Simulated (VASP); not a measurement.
# Sb (Pm-3m) in VASP: a series of runs

The runs below take Sb through single point, with PBE.

Everything below comes from runs of VASP 6.6.1. Logs are shortened: lines on timing, memory, paths and dates and some standing lists are left out, and cuts for length are marked.

### Step 1. The crystal as given

It takes space group Pm-3m (No. 221, cubic). Conventional cell: a = 3.160 Å, b = 3.160 Å, c = 3.160 Å, α = 90.00°, β = 90.00°, γ = 90.00°. Sb (site symmetry m-3m) has 6 Sb at 3.16 Å as nearest neighbours.

This isn't the form of Sb at room conditions, which is rhombohedral.

### Step 2. Single point, PBE

File INCAR:

```
SYSTEM = Sb
PREC = Accurate
ENCUT = 500
EDIFF = 1E-6
ISMEAR = 0
SIGMA = 0.02
LREAL = .False.
LASPH = .True.
NELM = 80
ALGO = Normal
ISIF = 2
LWAVE = .False.
LCHARG = .True.
GGA = PE
LELF = .True.
LVHAR = .True.
NBANDS = 14
```

File KPOINTS:

```
regular mesh
0
Gamma
  4 4 4
  0 0 0
```

File POSCAR:

```
Sb
1.0
    3.1600000000      0.0000000000      0.0000000000
    0.0000000000      3.1600000000      0.0000000000
    0.0000000000      0.0000000000      3.1600000000
Sb
1
Direct
    0.0000000000      0.0000000000      0.0000000000
```

Potentials or basis: VASP PAW PBE potentials, release 64 (Sb_d_GW).

Launch:

```console
> cat potpaw_PBE.64/Sb_d_GW/POTCAR > POTCAR
> mpirun -np 1 vasp_std > vasp.out
```

OUTCAR:

```text
SYSTEM = Sb
   PREC = Accurate
   ENCUT = 500
   EDIFF = 1E-6
   ISMEAR = 0
   LREAL = .False.
   LASPH = .True.
   NELM = 80
   ISIF = 2
   GGA = PE

 ion  position               nearest neighbor table
   1  0.000  0.000  0.000-

  LATTYP: Found a simple cubic cell.
 ALAT       =     3.1600000000

  Lattice vectors:

 A1 = (   3.1600000000,   0.0000000000,   0.0000000000)
 A2 = (   0.0000000000,   3.1600000000,   0.0000000000)
 A3 = (   0.0000000000,   0.0000000000,   3.1600000000)

Analysis of symmetry for initial positions (statically):
=====================================================================
 Subroutine PRICEL returns:
 Original cell was already a primitive cell.

 Routine SETGRP: Setting up the symmetry group for a
 simple cubic supercell.

 Subroutine GETGRP returns: Found 48 space group operations
 (whereof 48 operations were pure point group operations)
 out of a pool of 48 trial point group operations.

The static configuration has the point symmetry O_h .

Analysis of symmetry for dynamics (positions and initial velocities):
=====================================================================
 Subroutine PRICEL returns:
 Original cell was already a primitive cell.

 Routine SETGRP: Setting up the symmetry group for a
 simple cubic supercell.

 Subroutine GETGRP returns: Found 48 space group operations
 (whereof 48 operations were pure point group operations)
 out of a pool of 48 trial point group operations.

The dynamic configuration has the point symmetry O_h .

 Subroutine INISYM returns: Found 48 space group operations
 (whereof 48 operations are pure point group operations),
 and found     1 'primitive' translations

----------------------------------------------------------------------------------------

                                     Primitive cell

  volume of cell :      31.5545

  direct lattice vectors                    reciprocal lattice vectors
     3.160000000  0.000000000  0.000000000     0.316455696  0.000000000  0.000000000
     0.000000000  3.160000000  0.000000000     0.000000000  0.316455696  0.000000000
     0.000000000  0.000000000  3.160000000     0.000000000  0.000000000  0.316455696

  length of vectors
     3.160000000  3.160000000  3.160000000     0.316455696  0.316455696  0.316455696

  position of ions in fractional coordinates (direct lattice)
     0.000000000  0.000000000  0.000000000

  ion indices of the primitive-cell ions
   primitive index   ion index
                 1           1

----------------------------------------------------------------------------------------

 KPOINTS: regular mesh

Automatic generation of k-mesh.
 Grid dimensions read from file:
 generate k-points for:    4    4    4

 Generating k-lattice:

  Cartesian coordinates                     Fractional coordinates (reciprocal lattice)
     0.079113924  0.000000000  0.000000000     0.250000000  0.000000000  0.000000000
     0.000000000  0.079113924  0.000000000     0.000000000  0.250000000  0.000000000
     0.000000000  0.000000000  0.079113924     0.000000000  0.000000000  0.250000000

  Length of vectors
     0.079113924  0.079113924  0.079113924

  Shift w.r.t. Gamma in fractional coordinates (k-lattice)
     0.000000000  0.000000000  0.000000000

 Subroutine IBZKPT returns following result:
 ===========================================

 Found     10 irreducible k-points:

 Following reciprocal coordinates:
            Coordinates               Weight
  0.000000  0.000000  0.000000      1.000000
  0.250000  0.000000  0.000000      6.000000
  0.500000  0.000000  0.000000      3.000000
  0.250000  0.250000  0.000000     12.000000
  0.500000  0.250000  0.000000     12.000000
  0.500000  0.500000  0.000000      3.000000
  0.250000  0.250000  0.250000      8.000000
  0.500000  0.250000  0.250000     12.000000
  0.500000  0.500000  0.250000      6.000000
  0.500000  0.500000  0.500000      1.000000
   k-points           NKPTS =     10   k-points in BZ     NKDIM =     10   number of bands    NBANDS=     14
   number of dos      NEDOS =    301   number of ions     NIONS =      1
   total plane-waves  NPLWV =  13824
   dimension x,y,z NGX =    24 NGY =   24 NGZ =   24
   dimension x,y,z NGXF=    48 NGYF=   48 NGZF=   48
   ions per type =               1
   NGX,Y,Z   is equivalent  to a cutoff of  12.63, 12.63, 12.63 a.u.
   NGXF,Y,Z  is equivalent  to a cutoff of  25.25, 25.25, 25.25 a.u.
 SYSTEM =  Sb
   PREC   = accura    normal or accurate (medium, high low for compatibility)
   ISTART =      0    job   : 0-new  1-cont  2-samecut
   ICHARG =      2    charge: 1-file 2-atom 10-const
   ISPIN  =      1    spin polarized calculation?
   LNONCOLLINEAR =      F non collinear calculations
   LSORBIT =      F    spin-orbit coupling
   LASPH  =      T    aspherical Exc in radial PAW
   ENCUT  =  500.0 eV  36.75 Ry    6.06 a.u.   5.76  5.76  5.76*2*pi/ulx,y,z
   NELM   =     80;   NELMIN=  2; NELMDL= -5     # of ELM steps
   EDIFF  = 0.1E-05   stopping-criterion for ELM
   LREAL  =      F    real-space projection
   EDIFFG = 0.1E-04   stopping-criterion for IOM
   NSW    =      0    number of steps for IOM
   IBRION =     -1    ionic relax: 0-MD 1-quasi-New 2-CG
   NFREE  =      0    steps in history (QN), initial steepest desc. (CG)
   ISIF   =      2    stress and relaxation
   ISYM   =      2    0-nonsym 1-usesym 2-fastsym
   POTIM  = 0.5000    time-step for ionic-motion
   TEBEG  =    0.0;   TEEND  =   0.0 temperature during run
   PSTRESS=    0.0 pullay stress
   NELECT =      15.0000    total number of electrons
   NUPDOWN=      -1.0000    fix difference up-down
   EMIN   =  10.00;   EMAX   =-10.00  energy-range for DOS
   EFERMI =   0.00;   METHOD = LEGACY
   ISMEAR =     0;   SIGMA  =   0.02  broadening in eV -4-tet -1-fermi 0-gaus
   EFERMI_NEDOS =   21; number of points for ismear=-14 and -15
   IALGO  =     38    algorithm
   IMIX   =      4    mixing-type and parameters
     AMIX     =   0.40;   BMIX     =  1.00
     AMIX_MAG =   1.60;   BMIX_MAG =  1.00
  volume/ion in A,a.u.               =      31.55       212.94
  Fermi-wavevector in a.u.,A,eV,Ry     =   1.277668  2.414443 22.210649  1.632437
  Thomas-Fermi vector in A             =   2.410255
   LORBIT       =      0    0 simple, 1 ext, 2 COOP (PROOUT), +10 PAW based schemes
   GGA     = PE    functional components
   LHFCALC =     F    Hartree Fock is set to
   AEXX    =    0.0000 exact exchange contribution
   IVDW    =     0    specifies the selected vdW correction
   LEPSILON=     F    determine dielectric tensor
   LRPA    =     F    only Hartree local field effects (RPA)
 non-spin polarized calculation
 Gauss-broadening in eV      SIGMA  =   0.02
  energy-cutoff  :      500.00
  volume of cell :       31.55
 maximum number of plane-waves:       840
 NGX is ok and might be reduce to    24
   NGX = 11   NGY = 11   NGZ = 11

 number of electron      14.9999992 magnetization

 Free energy of the ion-electron system (eV)
  ---------------------------------------------------
  ext. energy  EPLUGINS =         0.00000000
  ---------------------------------------------------
  free energy    TOTEN  =        -3.70033026 eV

  energy without entropy =       -3.69878114  energy(sigma->0) =       -3.69955570

 E-fermi :   4.7455     XC(G=0):  -9.7503

 val. band max:        4.1166823167   @ k =   0.2500   0.2500   0.2500
 cond. band min:       4.7627808534   @ k =   0.2500   0.2500   0.2500
 fundamental gap:      0.6460985367
 Fermi energy:         4.7455227555

 k-point     1 :       0.0000    0.0000    0.0000
  band No.  band energies     occupation
      1     -24.5944      2.00000
      2     -24.5944      2.00000
      3     -24.4513      2.00000
      4     -24.4513      2.00000
      5     -24.4513      2.00000
      6      -7.3881      2.00000
      7       7.7045      0.00000
      8       7.7045      0.00000
      9       7.7045      0.00000
     10      11.6500      0.00000
     11      11.6500      0.00000
     12      12.5257      0.00000
     13      23.0593      0.00000
     14      23.0595      0.00000

 k-point     2 :       0.2500    0.0000    0.0000
  band No.  band energies     occupation
      1     -24.5918      2.00000
      2     -24.5297      2.00000
      3     -24.4695      2.00000
      4     -24.4695      2.00000
      5     -24.4499      2.00000
      6      -6.5658      2.00000
      7       2.7550      2.00000
      8       8.4651      0.00000
      9       8.4651      0.00000
     10      12.3798      0.00000
     11      12.9910      0.00000
     12      18.1748      0.00000
     13      19.0853      0.00000
     14      19.1285      0.00000

 k-point     3 :       0.5000    0.0000    0.0000
  band No.  band energies     occupation
      1     -24.5892      2.00000
      2     -24.4876      2.00000
      3     -24.4876      2.00000
      4     -24.4647      2.00000
      5     -24.4485      2.00000
      6      -5.1644      2.00000
      7      -0.6044      2.00000
      8       9.5227      0.00000
      9       9.5227      0.00000
     10      13.8749      0.00000
     11      15.0171      0.00000
     12      15.8790      0.00000
     13      16.0168      0.00000
     14      16.4413      0.00000
[... 86 lines left out ...]
 k-point     9 :       0.5000    0.5000    0.2500
  band No.  band energies     occupation
      1     -24.5294      2.00000
      2     -24.5055      2.00000
      3     -24.5055      2.00000
      4     -24.4573      2.00000
      5     -24.3900      2.00000
      6      -1.9714      2.00000
      7       2.0335      2.00000
      8       2.0335      2.00000
      9       6.7653      0.00000
     10       7.8314      0.00000
     11      12.3336      0.00000
     12      12.3336      0.00000
     13      15.1936      0.00000
     14      23.7288      0.00000

 k-point    10 :       0.5000    0.5000    0.5000
  band No.  band energies     occupation
      1     -24.5269      2.00000
      2     -24.5269      2.00000
      3     -24.5269      2.00000
      4     -24.3888      2.00000
      5     -24.3888      2.00000
      6      -0.2875      2.00000
      7       3.0745      2.00000
      8       3.0745      2.00000
      9       3.0745      2.00000
     10       9.5736      0.00000
     11       9.5736      0.00000
     12       9.5736      0.00000
     13      11.6897      0.00000
     14      28.3565      0.00000

------------------------ aborting loop because EDIFF is reached ----------------------------------------

  FORCE on cell =-STRESS in cart. coord.  units (eV):
  Direction    XX          YY          ZZ          XY          YZ          ZX
  --------------------------------------------------------------------------------------
  -------------------------------------------------------------------------------------
  Total       -0.5889907     -0.5889907     -0.5889907      0.0000000      0.0000000      0.0000000
  in kB      -29.9059632    -29.9059632    -29.9059632      0.0000000      0.0000000      0.0000000
  external PRESSURE =     -29.9059632 kB  Pullay stress =       0.0000000 kB

 VOLUME and BASIS-vectors are now :
 -----------------------------------------------------------------------------
  energy-cutoff  :      500.00
  volume of cell :       31.55
      direct lattice vectors                 reciprocal lattice vectors
     3.160000000  0.000000000  0.000000000     0.316455696  0.000000000  0.000000000
     0.000000000  3.160000000  0.000000000     0.000000000  0.316455696  0.000000000
     0.000000000  0.000000000  3.160000000     0.000000000  0.000000000  0.316455696

 POSITION                                       TOTAL-FORCE (eV/Angst)
 -----------------------------------------------------------------------------------
      0.00000      0.00000      0.00000         0.000000      0.000000      0.000000
 -----------------------------------------------------------------------------------
    total drift:                               -0.000000     -0.000000     -0.000000

  FREE ENERGIE OF THE ION-ELECTRON SYSTEM (eV)
  ---------------------------------------------------
  free  energy   TOTEN  =        -3.7003302588 eV

  energy  without entropy=       -3.6987811358  energy(sigma->0) =       -3.69955570
```

It took 3 s on 1 thread of AMD EPYC 9R45 (Zen 5), shared host; peak memory 0.11 GiB.

What came out:

* Free energy: -3.7003 eV
* Pressure: -3.0 GPa
* Band gap on the k mesh: none (metal or under the smearing width)

Caveat: the k mesh is coarse (spacing up to 0.50 Å⁻¹), so the values aren't converged.

(Continued in part 2 of 2.)
